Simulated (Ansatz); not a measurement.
TaN:

```
CELL_PARAMETERS angstrom
2.92177 0.00000 0.00000
-1.46088 2.53033 0.00000
0.00000 0.00000 5.91652
ATOMIC_POSITIONS crystal
Ta 0.00000 0.00000 0.50000
Ta 0.00000 0.00000 0.00000
N 0.33333 0.66667 0.25000
N 0.66667 0.33333 0.75000
```

The cell comes from a database or a generator and needn't be the stable form of this composition.

Base run:

```yaml
Program: Ansatz 0.2.0
Functional: revPBE
Potentials_or_basis: Ansatz PAW
Cutoff: "420 eV (not typed: the program's choice for these potentials)"
k_mesh: 10 × 10 × 5
Occupations: fermi-dirac, width 0.05 eV
Spin: no spin polarisation
```

Its results: band gap on the k mesh none (metal or under the smearing width); pressure 2.3 GPa.

Task: The run is repeated on the same cell with these changes: functional from revPBE to PBEsol. What comes out?

Result: Band gap on the k mesh none (metal or under the smearing width); pressure -10.4 GPa.

PBEsol binds more tightly than revPBE, so the same cell stands under less pressure.

Caveats: spin-orbit coupling is left out, which moves the levels of the heavy elements; the PAW data sets come from PBE, with cores solved anew for the run's functional, which leaves a small shift of forces and pressure.
